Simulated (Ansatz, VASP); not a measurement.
**One calculation of Al2O3 (Corundum), two programs**

```
CELL_PARAMETERS angstrom
2.33166 1.34618 4.24344
-2.33166 1.34618 4.24344
0.00000 -2.69237 4.24344
ATOMIC_POSITIONS crystal
Al 0.85216 0.85216 0.85216
Al 0.64784 0.64784 0.64784
Al 0.14784 0.14784 0.14784
Al 0.35216 0.35216 0.35216
O 0.05668 0.75000 0.44332
O 0.75000 0.44332 0.05668
O 0.44332 0.05668 0.75000
O 0.94332 0.25000 0.55668
O 0.25000 0.55668 0.94332
O 0.55668 0.94332 0.25000
```

Alike in both runs: task single point; functional PBE; k mesh 7 × 7 × 7; occupations fermi-dirac, width 0.05 eV; no spin polarisation.

|  | VASP | Ansatz |
| --- | --- | --- |
| version | VASP 6.6.1 | Ansatz 0.2.0 |
| potentials or method | VASP PAW PBE potentials, release 64 (Al, O) | Ansatz NC |
| plane-wave cutoff (eV) | 520 | 1240 |
| valence electrons in the cell | 48 | 48 |

Ansatz gave:

```
gap on the k mesh at the Fermi level (eV)       : 7.04
least direct gap on the mesh (eV)               : 7.04
pressure (GPa)                                  : 25.2
largest component of the traceless stress (GPa) : 1.38
rms of the force components (eV/Å)              : 0.034
```

Problem. What did VASP give for the same quantities?

Solution. gap on the k mesh at the Fermi level (eV): 7.01; least direct gap on the mesh (eV): 7.01; pressure (GPa): 25.4; largest component of the traceless stress (GPa): 1.35; rms of the force components (eV/Å): 0.031.

Atom by atom the forces differ by 0.008 eV/Å (rms over components). With one functional, cell and mesh, what is left measures potentials, basis and numerics.

Caveats: so large a pressure means that the cell lies far from this level's equilibrium, or that cutoff or potentials fall short (VASP); an odd mesh through Γ misses points on the zone boundary, where band edges often lie (VASP); odd divisions of the mesh miss points on the zone boundary, where band edges often lie, so the gap on the mesh can be too wide (Ansatz).
